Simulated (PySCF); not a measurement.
One molecule, many functionals

Compound: C6H7N.
SMILES: `Nc1ccccc1`

Linear-response calculations in the def2-SVPD basis (PySCF; singlets by full response, triplets Tamm–Dancoff, core orbitals frozen in the response; HF means time-dependent Hartree–Fock). 'Strongest' is the level of largest summed f among the singlets computed (10 roots, of which the last may lack a degenerate partner); it can jump between rows when another state enters that window. S1 is the lowest singlet of each run and needn't be the same state throughout; f(S1) is that of one state. Isolated species at its PBE0-D3(BJ)/def2-SVP geometry, gas phase.

```
functional                               kind  S1 (eV)  f(S1)  strongest (eV)  T1 (eV)  HOMO (eV)  gap (eV)  ionisation energy, ΔSCF (eV)
       LDA                                LDA     4.37  0.028            6.51     3.69      -5.11      3.89                          7.97
       PBE                                GGA     4.40  0.028            6.53     3.66      -4.93      3.94                          7.73
     B3LYP  global hybrid, 20% exact exchange     4.70  0.034            6.68     3.88      -5.74      5.43                          7.80
      PBE0  global hybrid, 25% exact exchange     4.80  0.036            6.79     3.85      -5.93      5.83                          7.80
 BHandHLYP  global hybrid, 50% exact exchange     5.06  0.043            6.93     3.82      -6.78      7.66                          7.69
 CAM-B3LYP             range-separated hybrid     4.89  0.038            6.83     3.88      -7.13      8.08                          7.87
   wB97X-D             range-separated hybrid     4.90  0.038            6.87     3.98      -7.68      9.29                          7.85
   LC-wPBE             range-separated hybrid     5.01  0.038            7.00     3.78      -8.36     10.35                          7.95
        HF                       Hartree–Fock     5.41  0.052            7.28     3.38      -7.96     10.89                   not settled
```

S1 runs from 4.37 eV (LDA) to 5.41 eV (HF), a spread of 1.04 eV, while the orbital gap spreads over 7.0 eV. Along PBE (0%), B3LYP (20%), PBE0 (25%), BHandHLYP (50%), HF (100%) S1 rises with the share of exact exchange. −ε(HOMO) comes closest to its own ΔSCF ionisation energy with wB97X-D (-0.17 eV) and misses most with LDA (-2.85 eV). The lowest singlet of a reference set is 1B2(π→π*) at 4.50 eV (computed, theoretical best estimate (aug-cc-pVTZ), gas; Loos, Jacquemin, substituted benzenes, arXiv:2401.13809 (2024)). The lowest computed singlet differs from it by PBE -0.10, LDA -0.14, B3LYP +0.20, PBE0 +0.30, CAM-B3LYP +0.38, wB97X-D +0.40, LC-wPBE +0.51, BHandHLYP +0.55, HF +0.91 eV; geometry and basis of the reference needn't be the same. The lowest triplet of a reference set is 3A1(π→π*) at 3.95 eV (computed, theoretical best estimate (aug-cc-pVTZ), gas; Loos, Jacquemin, substituted benzenes, arXiv:2401.13809 (2024)). The lowest computed triplet differs from it by wB97X-D +0.03, B3LYP -0.07, CAM-B3LYP -0.07, PBE0 -0.10, BHandHLYP -0.13, LC-wPBE -0.17, LDA -0.26, PBE -0.29, HF -0.57 eV; geometry and basis of the reference needn't be the same. 'Not settled' means that the ion's SCF failed to converge or may have ended in another state than the lowest.
